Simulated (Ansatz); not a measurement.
Crystal: CuO.

```xyz
4
Lattice="0.0000 -2.1166 -2.1166 -2.1166 0.0000 -2.1166 2.1166 2.1166 -4.2331" Properties=species:S:1:pos:R:3 pbc="T T T"
Cu    0.0233   -0.0336   -4.1419
Cu    0.0233    2.0829   -6.2584
O    -0.0233    0.0336   -6.4409
O    -0.0233    0.0336   -2.2078
```

The cell comes from a database or a generator and needn't be the stable form of this composition.

Base run:

| Property | Result |
| --- | --- |
| Program | Ansatz 0.2.0 |
| Functional | PBE |
| Potentials or basis | PseudoDojo standard (PBE files) |
| Cutoff | 1252 eV |
| Density cutoff | 5007 eV |
| k mesh | 10 × 10 × 6 |
| Occupations | fermi-dirac, width 0.05 eV |
| Spin | no spin polarisation |

Its results: band gap on the k mesh none (metal or under the smearing width); pressure 5.4 GPa; largest force 1.192 eV/Å.

Question: The run is repeated on the same cell with these changes: functional from PBE to r2SCAN; potentials or basis from PseudoDojo standard (PBE files) to Ansatz PAW; cutoff from 1252 eV to 500 eV (not typed: the program's choice for these potentials). What comes out?

Answer: Band gap on the k mesh none (metal or under the smearing width); pressure -2.0 GPa; largest force 1.214 eV/Å.

Caveats: the run has no spin polarisation, though such a crystal can be magnetic; semilocal functionals often make such compounds metallic where correlation or magnetic order opens a gap, which also shifts bond lengths; forces of over 1 eV/Å show positions far from the minimum, so gaps and moduli don't describe the material at rest; the PAW data sets come from PBE, with cores solved anew for the run's functional, which leaves a small shift of forces and pressure (some runs).
